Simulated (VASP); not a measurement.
# I (C2/m) in VASP: further runs

The runs below take I through single point, with PBEsol.

Program: VASP 6.6.1. These are calculated values, not measurements. Logs are shortened: lines on timing, memory, paths and dates and some standing lists are left out, and cuts for length are marked.

### Step 1. Starting point

It takes space group C2/m (No. 12, monoclinic). The conventional cell has a = 4.686 Å, b = 7.367 Å, c = 2.918 Å, α = 90.00°, β = 127.82°, γ = 90.00°. I (site symmetry 2/m) has 2 I at 2.92 Å as nearest neighbours.

### Step 2. Single point, PBEsol

The input, INCAR:

```
SYSTEM = I
PREC = Accurate
ENCUT = 520
EDIFF = 1E-6
ISMEAR = 0
SIGMA = 0.1
LREAL = .False.
LASPH = .True.
NELM = 100
ALGO = Fast
ISIF = 2
LWAVE = .False.
LCHARG = .False.
GGA = PS
NBANDS = 10
```

The input, KPOINTS:

```
Automatic mesh
0
Gamma
  12 12 18
  0 0 0
```

The input, POSCAR:

```
I
1.0
    2.3648888675     -3.6833429493     -0.1625419801
    2.3648888675      3.6833429493     -0.1625419801
   -1.6625851028      0.0000000000      2.3978269827
I
1
Direct
    0.5000000000      0.5000000000      0.5000000000
```

Potentials or basis: VASP PAW PBE potentials, release 64 (I).

Started as:

```sh
$ cat potpaw_PBE.64/I/POTCAR > POTCAR
$ mpirun -np 1 vasp_std > vasp.out
```

OUTCAR:

```text
SYSTEM = I
   PREC = Accurate
   ENCUT = 520
   EDIFF = 1E-6
   ISMEAR = 0
   LREAL = .False.
   LASPH = .True.
   NELM = 100
   ISIF = 2
   GGA = PS

 ion  position               nearest neighbor table
   1  0.500  0.500  0.500-

  Warning from LATTYP: Got some problem with cell dimensions!
  Tried to take original basis but could not verify dimensions!
  LATTYP: Found a base centered monoclinic cell.
 ALAT       =     4.6860344091
 B/A-ratio  =     1.5720511749
 C/A-ratio  =     0.6226662360
 COS(beta)  =    -0.6132031408

  Lattice vectors:

 A1 = (  -0.7023037647,   3.6833429493,  -2.2352850026)
 A2 = (  -0.7023037647,  -3.6833429493,  -2.2352850026)
 A3 = (  -1.6625851028,   0.0000000000,   2.3978269827)

Analysis of symmetry for initial positions (statically):
=====================================================================
 Subroutine PRICEL returns:
 Original cell was already a primitive cell.

 Routine SETGRP: Setting up the symmetry group for a
 base centered monoclinic supercell.

 Subroutine GETGRP returns: Found  4 space group operations
 (whereof  4 operations were pure point group operations)
 out of a pool of  4 trial point group operations.

The static configuration has the point symmetry C_2h.

Analysis of symmetry for dynamics (positions and initial velocities):
=====================================================================
 Subroutine PRICEL returns:
 Original cell was already a primitive cell.

 Routine SETGRP: Setting up the symmetry group for a
 base centered monoclinic supercell.

 Subroutine GETGRP returns: Found  4 space group operations
 (whereof  4 operations were pure point group operations)
 out of a pool of  4 trial point group operations.

The dynamic configuration has the point symmetry C_2h.

 Subroutine INISYM returns: Found  4 space group operations
 (whereof  4 operations are pure point group operations),
 and found     1 'primitive' translations

----------------------------------------------------------------------------------------

                                     Primitive cell

  volume of cell :      39.7827

  direct lattice vectors                    reciprocal lattice vectors
     2.364888867 -3.683342949 -0.162541980     0.222006444 -0.135746252  0.153932961
     2.364888867  3.683342949 -0.162541980     0.222006444  0.135746252  0.153932961
    -1.662585103  0.000000000  2.397826983     0.030098391  0.000000000  0.437913638

  length of vectors
     4.380198002  4.380198002  2.917835407     0.302339648  0.302339648  0.438946770

  position of ions in fractional coordinates (direct lattice)
     0.500000000  0.500000000  0.500000000

  ion indices of the primitive-cell ions
   primitive index   ion index
                 1           1

----------------------------------------------------------------------------------------

 KPOINTS: Automatic mesh

Automatic generation of k-mesh.
 Grid dimensions read from file:
 generate k-points for:   12   12   18

 Generating k-lattice:

  Cartesian coordinates                     Fractional coordinates (reciprocal lattice)
     0.018500537 -0.011312188  0.012827747     0.083333333  0.000000000  0.000000000
     0.018500537  0.011312188  0.012827747     0.000000000  0.083333333  0.000000000
     0.001672133  0.000000000  0.024328535     0.000000000  0.000000000  0.055555556

  Length of vectors
     0.025194971  0.025194971  0.024385932

  Shift w.r.t. Gamma in fractional coordinates (k-lattice)
     0.000000000  0.000000000  0.000000000

 Subroutine IBZKPT returns following result:
 ===========================================

 Found    710 irreducible k-points:

 Following reciprocal coordinates:
            Coordinates               Weight
  0.000000  0.000000  0.000000      1.000000
  0.083333 -0.000000  0.000000      4.000000
  0.166667  0.000000 -0.000000      4.000000
  0.250000 -0.000000 -0.000000      4.000000
  0.333333 -0.000000 -0.000000      4.000000
  0.416667 -0.000000  0.000000      4.000000
[... 16 lines left out ...]
  0.500000  0.166667  0.000000      4.000000
 -0.416667  0.166667 -0.000000      4.000000
 [... further k-points ...]
   k-points           NKPTS =    710   k-points in BZ     NKDIM =    710   number of bands    NBANDS=     10
   number of dos      NEDOS =    301   number of ions     NIONS =      1
   total plane-waves  NPLWV =  31104
   dimension x,y,z NGX =    36 NGY =   36 NGZ =   24
   dimension x,y,z NGXF=    72 NGYF=   72 NGZF=   48
   ions per type =               1
   NGX,Y,Z   is equivalent  to a cutoff of  13.66, 13.66, 13.67 a.u.
   NGXF,Y,Z  is equivalent  to a cutoff of  27.33, 27.33, 27.35 a.u.
 SYSTEM =  I
   PREC   = accura    normal or accurate (medium, high low for compatibility)
   ISTART =      0    job   : 0-new  1-cont  2-samecut
   ICHARG =      2    charge: 1-file 2-atom 10-const
   ISPIN  =      1    spin polarized calculation?
   LNONCOLLINEAR =      F non collinear calculations
   LSORBIT =      F    spin-orbit coupling
   LASPH  =      T    aspherical Exc in radial PAW
   ENCUT  =  520.0 eV  38.22 Ry    6.18 a.u.   8.14  8.14  5.43*2*pi/ulx,y,z
   NELM   =    100;   NELMIN=  2; NELMDL= -5     # of ELM steps
   EDIFF  = 0.1E-05   stopping-criterion for ELM
   LREAL  =      F    real-space projection
   EDIFFG = 0.1E-04   stopping-criterion for IOM
   NSW    =      0    number of steps for IOM
   IBRION =     -1    ionic relax: 0-MD 1-quasi-New 2-CG
   NFREE  =      0    steps in history (QN), initial steepest desc. (CG)
   ISIF   =      2    stress and relaxation
   ISYM   =      2    0-nonsym 1-usesym 2-fastsym
   POTIM  = 0.5000    time-step for ionic-motion
   TEBEG  =    0.0;   TEEND  =   0.0 temperature during run
   PSTRESS=    0.0 pullay stress
   NELECT =       7.0000    total number of electrons
   NUPDOWN=      -1.0000    fix difference up-down
   EMIN   =  10.00;   EMAX   =-10.00  energy-range for DOS
   EFERMI =   0.00;   METHOD = LEGACY
   ISMEAR =     0;   SIGMA  =   0.10  broadening in eV -4-tet -1-fermi 0-gaus
   EFERMI_NEDOS =   21; number of points for ismear=-14 and -15
   IALGO  =     68    algorithm
   IMIX   =      4    mixing-type and parameters
     AMIX     =   0.40;   BMIX     =  1.00
     AMIX_MAG =   1.60;   BMIX_MAG =  1.00
  volume/ion in A,a.u.               =      39.78       268.47
  Fermi-wavevector in a.u.,A,eV,Ry     =   0.917366  1.733571 11.450127  0.841561
  Thomas-Fermi vector in A             =   2.042327
   LORBIT       =      0    0 simple, 1 ext, 2 COOP (PROOUT), +10 PAW based schemes
   GGA     = PS    functional components
   LHFCALC =     F    Hartree Fock is set to
   AEXX    =    0.0000 exact exchange contribution
   IVDW    =     0    specifies the selected vdW correction
   LEPSILON=     F    determine dielectric tensor
   LRPA    =     F    only Hartree local field effects (RPA)
 non-spin polarized calculation
 RMM-DIIS sequential band-by-band and
 Gauss-broadening in eV      SIGMA  =   0.10
  energy-cutoff  :      520.00
  volume of cell :       39.78
 maximum number of plane-waves:      1090
 NGX is ok and might be reduce to    36
   NGX = 17   NGY = 17   NGZ = 11

 number of electron       7.0000000 magnetization

 Free energy of the ion-electron system (eV)
  ---------------------------------------------------
  ext. energy  EPLUGINS =         0.00000000
  ---------------------------------------------------
  free energy    TOTEN  =        -1.69250101 eV

  energy without entropy =       -1.69048303  energy(sigma->0) =       -1.69149202

 E-fermi :   3.2107     XC(G=0):  -8.5217

 val. band max:        3.1922665241   @ k =  -0.4167   0.1667   0.3333
 cond. band min:       3.2135660278   @ k =  -0.0833  -0.2500   0.2778
 fundamental gap:      0.0212995037
 Fermi energy:         3.2106690001

 k-point     1 :       0.0000    0.0000    0.0000
  band No.  band energies     occupation
      1     -10.6112      2.00000
      2       1.7418      2.00000
      3       2.4200      2.00000
      4       6.6814      0.00000
      5       7.6990      0.00000
      6      10.5432      0.00000
      7      12.6640      0.00000
      8      13.4062      0.00000
      9      14.2561      0.00000
     10      18.2047      0.00000

 k-point     2 :       0.0833   -0.0000    0.0000
  band No.  band energies     occupation
      1     -10.5739      2.00000
      2       1.6613      2.00000
      3       2.0984      2.00000
      4       6.6946      0.00000
      5       8.0451      0.00000
      6      10.7791      0.00000
      7      11.9609      0.00000
      8      13.4291      0.00000
      9      15.3352      0.00000
     10      18.3098      0.00000

 k-point     3 :       0.1667    0.0000   -0.0000
  band No.  band energies     occupation
      1     -10.4688      2.00000
      2       1.1678      2.00000
      3       1.6650      2.00000
      4       6.7314      0.00000
      5       8.6870      0.00000
      6      10.8819      0.00000
      7      11.9428      0.00000
      8      13.5075      0.00000
      9      17.1797      0.00000
     10      18.5626      0.00000

 k-point     4 :       0.2500   -0.0000   -0.0000
  band No.  band energies     occupation
      1     -10.3169      2.00000
      2       0.3244      2.00000
      3       1.4673      2.00000
      4       6.7828      0.00000
      5       8.7704      0.00000
      6      11.1927      0.00000
      7      13.0831      0.00000
      8      13.7372      0.00000
      9      18.7981      0.00000
     10      18.8144      0.00000
[... 222 lines left out ...]
 k-point    22 :       0.4167    0.1667   -0.0000
  band No.  band energies     occupation
      1      -9.9763      2.00000
      2      -0.9135      2.00000
      3       0.6954      2.00000
      4       6.8393      0.00000
      5       9.0055      0.00000
      6      13.1168      0.00000
      7      13.7912      0.00000
      8      17.0439      0.00000
      9      17.9990      0.00000
     10      18.3438      0.00000

 k-point    23 :       0.5000    0.1667    0.0000
  band No.  band energies     occupation
      1     -10.0574      2.00000
      2      -0.5794      2.00000
      3       0.6300      2.00000
      4       6.7645      0.00000
      5       9.2480      0.00000
      6      13.1772      0.00000
      7      13.7671      0.00000
      8      16.2710      0.00000
      9      17.0687      0.00000
     10      18.6599      0.00000

 k-point    24 :      -0.4167    0.1667   -0.0000
  band No.  band energies     occupation
      1     -10.1925      2.00000
      2      -0.1104      2.00000
      3       0.8105      2.00000
      4       6.6873      0.00000
      5       9.6335      0.00000
      6      12.1513      0.00000
      7      13.2609      0.00000
      8      15.0213      0.00000
      9      18.3860      0.00000
     10      19.1290      0.00000

 [... further k-points ...]
[... 5 lines left out ...]
  --------------------------------------------------------------------------------------
  -------------------------------------------------------------------------------------
  Total       -0.0071690      0.0121551     -0.0236407      0.0000000      0.0000000      0.0222220
  in kB       -0.2887202      0.4895259     -0.9520865      0.0000000      0.0000000      0.8949526
  external PRESSURE =      -0.2504269 kB  Pullay stress =       0.0000000 kB

 VOLUME and BASIS-vectors are now :
 -----------------------------------------------------------------------------
  energy-cutoff  :      520.00
  volume of cell :       39.78
      direct lattice vectors                 reciprocal lattice vectors
     2.364888867 -3.683342949 -0.162541980     0.222006444 -0.135746252  0.153932961
     2.364888867  3.683342949 -0.162541980     0.222006444  0.135746252  0.153932961
    -1.662585103  0.000000000  2.397826983     0.030098391  0.000000000  0.437913638

 POSITION                                       TOTAL-FORCE (eV/Angst)
 -----------------------------------------------------------------------------------
      1.53360      0.00000      1.03637         0.000000      0.000000      0.000000
 -----------------------------------------------------------------------------------
    total drift:                                0.000000      0.000000      0.000000

  FREE ENERGIE OF THE ION-ELECTRON SYSTEM (eV)
  ---------------------------------------------------
  free  energy   TOTEN  =        -1.6925010142 eV

  energy  without entropy=       -1.6904830299  energy(sigma->0) =       -1.69149202
```

Wall time 3.1 min (1 thread of AMD EPYC 9R45 (Zen 5), shared host); peak memory 0.35 GiB.

Results:

```
Free energy            : -1.6925 eV
Pressure               : 0.0 GPa
Band gap on the k mesh : none (metal or under the smearing width)
```

Caveat: the PAW data sets were made with another functional, which shifts forces and pressure a little; an odd number of electrons without spin polarisation forces a metal; a magnetic or distorted state may lie lower.

### Step 3. Single point, PBEsol (I replaced by Cl, lengths x 0.840, strained and moved within the space group)

The input, INCAR:

```
PREC = Accurate ; ENCUT = 520
EDIFF = 1E-6 ; ISMEAR = 0
SIGMA = 0.1 ; LREAL = False
LASPH = True ; NELM = 100
ALGO = Fast ; ISIF = 2
LWAVE = False ; LCHARG = False
GGA = PS ; NBANDS = 10
```

The input, KPOINTS:

```
regular mesh
0
Gamma
  6 6 8
```

The input, POSCAR:

```
Cl
1.0
    2.2073172591     -3.2232388053      0.0000000000
    2.2073172591      3.2232388053      0.0000000000
   -1.4094942873      0.0000000000      2.0705755099
Cl
1
Direct
    0.5000000000      0.5000000000      0.5000000000
```

Potentials or basis: VASP PAW PBE potentials, release 64 (Cl).

Started as:

```sh
$ cat potpaw_PBE.64/Cl/POTCAR > POTCAR
$ mpirun -np 1 vasp_std > vasp.out
```

It took 22 s on 1 thread of AMD EPYC 7R13 (Zen 3), shared host; peak memory 0.11 GiB.

Results (log left out):

| Quantity | Value |
| --- | --- |
| Free energy | -1.7200 eV |
| Pressure | -6.0 GPa |
| Band gap on the k mesh | none (metal or under the smearing width) |

Stress tensor (GPa, compression positive):
```
 -6.33   0.00   7.25
  0.00   0.29   0.00
  7.25   0.00 -11.96
```

Levels at points of the mesh, in eV from the Fermi level:
```csv
k point,band 1,band 2,band 3,band 4,band 5,band 6
"(0.00, 0.00, 0.00)",-14.83,-1.15,-1.14,3.13,6.78,12.00
"(0.50, 0.00, 0.00)",-14.54,-3.00,-1.54,3.14,8.40,12.68
"(0.50, 0.50, 0.00)",-14.56,-2.92,-1.50,3.04,8.44,12.57
"(0.00, 0.00, 0.50)",-12.07,-4.81,-0.61,0.02,8.70,10.09
"(0.50, 0.00, 0.50)",-12.20,-4.98,-0.10,0.35,9.40,12.14
"(0.50, 0.50, 0.50)",-12.07,-4.81,-0.61,0.00,8.69,10.03
```

Caveat: the k mesh is coarse (spacing up to 0.38 Å⁻¹), so the values aren't converged; the PAW data sets were made with another functional, which shifts forces and pressure a little; an odd number of electrons without spin polarisation forces a metal; a magnetic or distorted state may lie lower.
